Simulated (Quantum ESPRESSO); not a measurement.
PbS (Galena) under changes of volume

One of the cells (26.086 Å³/atom); the others are scaled copies at fixed shape and fractional positions:

```
Pb S
1.0
     0.00000    2.96575    2.96575
     2.96575    0.00000    2.96575
     2.96575    2.96575    0.00000
Pb S
1 1
Direct
  0.00000 0.00000 0.00000
  0.50000 0.50000 0.50000
```

| Quantity | Value |
| --- | --- |
| Program | Quantum ESPRESSO 7.5 |
| Functional | vdW-DF2 |
| Potentials or basis | PseudoDojo 0.4.1 SR PBE standard |
| Cutoff | 762 eV |
| Density cutoff | 3048 eV |
| k mesh | 8 × 8 × 8 |
| Occupations | fermi-dirac, width 0.05 eV |
| Spin | no spin polarisation |

```csv
volume (Å³/atom),energy over the lowest point (meV/atom),pressure (GPa),gap on the mesh (eV)
24.521,153.98,13.0,0.33
25.042,?,?,?
25.564,81.69,9.2,0.47
26.086,54.15,7.6,0.54
26.607,31.66,6.1,0.59
27.129,13.74,4.8,0.64
27.651,0.00,3.6,0.69
```

Problem. What does the run at 25.042 Å³/atom give?

Solution. Energy over the lowest point 114.77 meV/atom; pressure 11.0 GPa; gap on the mesh 0.41 eV.

Worked out: A Birch-Murnaghan fit of order 3 (a polynomial in V^(-2/3)) to the other rows has no minimum within the range. It gives 114.82 meV/atom at 25.042 Å³/atom, against the run's 114.77, and -dE/dV = 11.1 GPa, against 11.0. A parabola through the other rows of the gap, of slope 3.43 eV per unit of ln V (its deformation potential) there, gives 0.40 eV, against the run's 0.41.

Energies are extrapolated to zero smearing.

Caveats: the potentials were made for another functional, which shifts forces and pressure; spin-orbit coupling is left out, which as a rule narrows the gap of such compounds by several tenths of an eV.

A mesh can miss the band edges.
